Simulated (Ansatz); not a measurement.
## 33S NMR of the central transition in SnS2 at a changed volume

Cell: an entry of the Crystallography Open Database (COD), relaxed with PBE at fixed cell and then changed (volume scaled by 1.04, ions relaxed).

```
Sn S
1.0
     3.65244    0.00000    0.00000
    -1.82622    3.16311    0.00000
     0.00000    0.00000    5.53185
Sn S
1 2
Direct
  0.00000 0.00000 0.00000
  0.66667 0.33333 0.73416
  0.33333 0.66667 0.26584
```

Atoms are numbered from 1 in the order listed; like atoms form one site, named after its first atom.

All values are calculated (Ansatz; DFT, PBE, plane waves and PAW, scalar-relativistic, 420 eV cutoff, Γ-centred 14×14×8 k-points, Fermi–Dirac smearing 0.02 eV), not measured.

33S has I = 3/2 and Q = -69.40 mb (Pyykkö 2018); at 23.5 T its Larmor frequency is ν₀ = 76.9 MHz. Only the quadrupole interaction is simulated: positions count from each site's isotropic chemical shift, and shift anisotropy, dipolar and J coupling are left out.

(1) Give C_Q, η, the quadrupolar product P_Q = |C_Q|(1 + η²/3)^½, the second-order isotropic shift and the breadth of the pattern (static powder) for each S site.

## Answers

(1) 

| site | first shell | C_Q (MHz) | η | P_Q (MHz) | δ_QIS (ppm) | breadth (kHz) |
| --- | --- | --- | --- | --- | --- | --- |
| S | 3 Sn at 2.57 Å | 7.25 | 0.00 | 7.25 | -222 | 88.9 |

δ_QIS = −(ν_Q²/30ν₀²)[I(I+1) − 3/4](1 + η²/3) × 10⁶ ppm with ν_Q = 3|C_Q|/[2I(2I−1)]; it falls as 1/B₀² in ppm, and the breadth as 1/B₀ in kHz.

An axis of threefold or higher order runs through S, so V_zz lies along it and η is zero.

Without spin–orbit coupling (the program notes it for Sn) the gradients can shift somewhat, as the gap is small.

The relaxation (3 steps) took 16 s of wall time (16 s of CPU time) and 0.57 GiB at its peak, on 1 thread of Intel Xeon 6975P-C (Granite Rapids) (x86_64; 16 cores open to the job, memory cap 3.0 GiB, no GPU), a shared host with a load of 0.6 a core.
